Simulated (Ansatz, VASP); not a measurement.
## Two plane-wave programs on Be4S

```
Be S
1.0
     3.64535    0.04467   -0.02176
    -1.82043   -0.69485   -3.06614
     0.01653    9.37235   -1.79150
Be S
8 2
Direct
  0.62139 0.08525 0.94983
  0.97895 0.76394 0.44984
  0.41363 0.25775 0.74436
  0.52459 0.82792 0.29181
  0.74411 0.93050 0.73546
  0.18611 0.14438 0.24440
  0.07534 0.60285 0.79164
  0.85574 0.48671 0.23548
  0.96734 0.78384 0.02858
  0.63281 0.11685 0.52861
```

Change from the starting cell: cell x2, atoms moved at random (sigma 0.15 Å) and cell strained at random (1.5 %), then relaxed without symmetry.

Alike in both runs: functional PBE; k mesh 6 × 6 × 4; occupations gaussian, width 0.2 eV; no spin polarisation.

Ansatz relaxed the structure, and its values are those at the end. VASP's run is a single point on that final structure, the one shown.

```csv
,VASP,Ansatz
version,VASP 6.6.1,Ansatz 0.2.0
potentials or method,"VASP PAW PBE potentials, release 64 (Be, S)","scalar-relativistic, plane waves, PAW"
plane-wave cutoff (eV),520,420
valence electrons in the cell,28,28
```

```csv
,VASP,Ansatz,Ansatz less VASP
gap on the k mesh at the Fermi level (eV),none,none,-
pressure (GPa),0.1,0.0,-0.08
rms of the force components (eV/Å),0.006,0.004,-0.0013
```

A gap of «none» marks a metal or a gap that the smearing closes.
